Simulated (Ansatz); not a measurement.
Set up this calculation in Ansatz 0.2.0, as the native input.

- Task: single point
- Functional: PBEsol
- Potentials or basis: all-electron LAPW, scalar-relativistic
- Cutoff: 281 eV (chosen from the basis error)
- Basis error allowed: 0.001 eV/atom
- k mesh: 10 × 10 × 8
- Occupations: fermi-dirac, width 0.05 eV
- Spin: no spin polarisation

The system is ZrB2.

```
Zr B
1.0
     3.17000    0.00000    0.00000
    -1.58500    2.74530    0.00000
     0.00000    0.00000    3.53300
Zr B
1 2
Direct
  0.00000 0.00000 0.00000
  0.66667 0.33333 0.50000
  0.33333 0.66667 0.50000
```

One way to write it, as run:

input.yaml

```yaml
crystal:
  lattice:
    - [3.17, 0.0, 0.0]
    - [-1.585, 2.74530053, 0.0]
    - [0.0, 0.0, 3.533]
  atoms:
    - { symbol: Zr, position: [0.0, 0.0, 0.0] }
    - { symbol: B, position: [0.6666666667, 0.3333333333, 0.5] }
    - { symbol: B, position: [0.3333333333, 0.6666666667, 0.5] }
kpoints:
  mp_grid: { grid: [10, 10, 8] }
scf:
  occupations: { method: fermi_dirac, width: 0.05 }
hamiltonian:
  xc: pbesol
  pseudopotentials: { kind: all_electron, lapw: { basis_error: 0.001 } }
output:
  forces: true
  stress: true
  eigenvalues: true
  populations: true
```

Potentials or basis: all-electron LAPW, scalar-relativistic.

The run is started by

```bash
$ ansatz run input.yaml --threads 2 --pin off --max-ram 8192MiB --backend cpu --events-out ev --progress --plain --runs-dir out
```

Results of the run:

```
Pressure               : -4.1 GPa
Band gap on the k mesh : none (metal or under the smearing width)
Loewdin charges        : Zr +0.73; B -0.35 e
```

Run time: 5.4 s on 2 threads of Arm Neoverse V2, on a shared host, peak memory 0.34 GiB.
